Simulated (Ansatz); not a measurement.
Consider BeO in the wurtzite structure (space group P6_3mc, No. 186; a = 2.712 Å, c = 4.405 Å). Axes: x lies along a and z along c of the hexagonal cell.

Method: PBE (Ansatz, a quantum-chemistry and plane-wave program, PAW, without spin-orbit coupling).

Modification: a pure shear with ε_xz = ε_zx = -0.0308, atoms relaxed at fixed cell.

**Question.** Predict the stress tensor and what it implies for the stiffness.

**Answer.** Stress of the strained cell less that of the base (GPa, compression positive):
```
  -0.32    0.00    8.41
   0.00    0.27    0.00
   8.41    0.00    0.75
```

Then −Δσ/γ with γ = 2ε = -0.0616 gives secant stiffness values (nonlinear terms included at this strain): C55 ≈ 136 GPa.

As a check, the harmonic strain energy −½ V₀ Δσ:ε is 11 meV/atom; the computed energy rise is 11 meV/atom.

Whether these cells are dynamically stable was not tested.
